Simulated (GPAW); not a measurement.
Set up this calculation in GPAW 26.7.0, as an ASE script.

| Property | Result |
| --- | --- |
| Task | band structure |
| Functional | BLYP |
| Dispersion | D3M(BJ) |
| Potentials or basis | PAW data sets generated in the run's folder for this functional |
| Cutoff | 600 eV |
| Basis | pw |
| k mesh | 8 × 8 × 8 |
| Occupations | fermi-dirac, width 0.05 eV |
| Spin | collinear spin, ferromagnetic start |
| Starting moments | [1.0, 0.0] μB |
| Hubbard terms | Ti d U = 3 eV |
| U projector left unscaled | no |
| Maxiter | 150 |
| Band path | GXMGRX,MR |
| Band points | 100 |

The structure of TiAl lies in TiAl.xyz:

```xyz
2
Lattice="3.1790640000 0.0000000000 0.0000000000 0.0000000000 3.1790640000 0.0000000000 0.0000000000 0.0000000000 3.1790640000" Properties=species:S:1:pos:R:3 pbc="T T T"
Ti     0.0000000000      0.0000000000      0.0000000000
Al     1.5895320000      1.5895320000      1.5895320000
```

The cell comes from a database or a generator and needn't be the stable form of this composition.

The input as run:

run.py

```python
from ase.calculators.mixing import SumCalculator
from ase.dft.bandgap import bandgap
from ase.io import read, write
from ase.units import GPa
from dftd3.ase import DFTD3
from gpaw import GPAW, PW, setup_paths

setup_paths.insert(0, '.')

atoms = read('TiAl.xyz')
atoms.set_initial_magnetic_moments([1.0, 0.0])

calc = GPAW(mode=PW(600),
            xc='BLYP',
            kpts={'size': (8, 8, 8), 'gamma': True},
            occupations={'name': 'fermi-dirac', 'width': 0.05},
            setups={'Ti': ':d,3.0'},
            nbands=17,
            convergence={'density': 1e-05, 'energy': 1e-05},
            maxiter=150,
            txt='gpaw.txt')
atoms.calc = SumCalculator([calc, DFTD3(method='blyp', damping='d3bjm')])
energy = atoms.get_potential_energy()
forces = atoms.get_forces()
stress = atoms.get_stress()
calc.write('gs.gpw')
write('result.traj', atoms)
print(f'Energy: {energy:.6f} eV')
print('Forces (eV/A):')
print(forces.round(4))
print('Stress (GPa):', (stress / GPa).round(3))
print('Moments:', calc.get_magnetic_moments().round(3))
print('Fermi level:', round(calc.get_fermi_level(), 4), 'eV')
print(f'Gap: {bandgap(calc)[0]:.4f} eV, direct: {bandgap(calc, direct=True)[0]:.4f} eV')

path = atoms.cell.bandpath('GXMGRX,MR', npoints=100, eps=1e-4)
bs_calc = calc.fixed_density(kpts=path, symmetry='off', nbands=27,
                             convergence={'bands': 'CBM+6.0', 'eigenstates': 1e-6}, txt='bands.txt')
bs = bs_calc.band_structure()
bs.write('bs.json')
print(f'Gap on the path: {bandgap(bs_calc)[0]:.4f} eV')
```

Potentials or basis: PAW data sets generated in the run's folder for this functional, pw.

Command:

```console
$ gpaw-setup -f BLYP Al Ti
$ OMP_NUM_THREADS=1 python run.py
```

Results of the run:

| Quantity | Value |
| --- | --- |
| Pressure | -4.9 GPa |
| Band gap along the path | none (metal or under the smearing width) |
| Net moment | 0.44 μB per cell |
| Site moments | Ti +0.33; Al -0.01 μB |
| Dispersion energy per atom | -1.086 eV |

Caveat: pairwise dispersion overbinds metals, which lowers pressure and volume; the U is typed as a test and isn't derived for this compound.

Run time: 71 s on 1 thread of Arm Neoverse V1 (shared host), peak memory 0.3 GiB.
